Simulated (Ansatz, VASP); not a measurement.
# Hf: VASP beside Ansatz

```xyz
1
Lattice="0.0000 2.0893 2.0893 2.0893 0.0000 2.0893 2.0893 2.0893 0.0000" Properties=species:S:1:pos:R:3 pbc="T T T"
Hf    0.0000    0.0000    0.0000
```

Alike in both runs: task single point; functional LDA; k mesh 14 × 14 × 14; occupations fermi-dirac, width 0.1 eV; no spin polarisation.

|  | VASP | Ansatz |
| --- | --- | --- |
| version | VASP 6.6.1 | Ansatz 0.2.0 |
| potentials or method | VASP PAW LDA potentials, release 64 (Hf_pv) | plane waves (420 eV) with PAW, scalar-relativistic |
| plane-wave cutoff (eV) | 520 | 420 |
| valence electrons in the cell | 10 | 26 |

VASP gave:

```
pressure (GPa) : 18.9
```

Q: Estimate Ansatz's values.

A: Pressure (GPa): 18.8.

The two sets of potentials don't hold the same shells in valence. Ansatz warned: «pseudo_functional_mismatch».

Caveats: so large a pressure means that the cell lies far from this level's equilibrium, or that cutoff or potentials fall short (VASP). Spin-orbit coupling is left out, which matters for the levels of Hf.
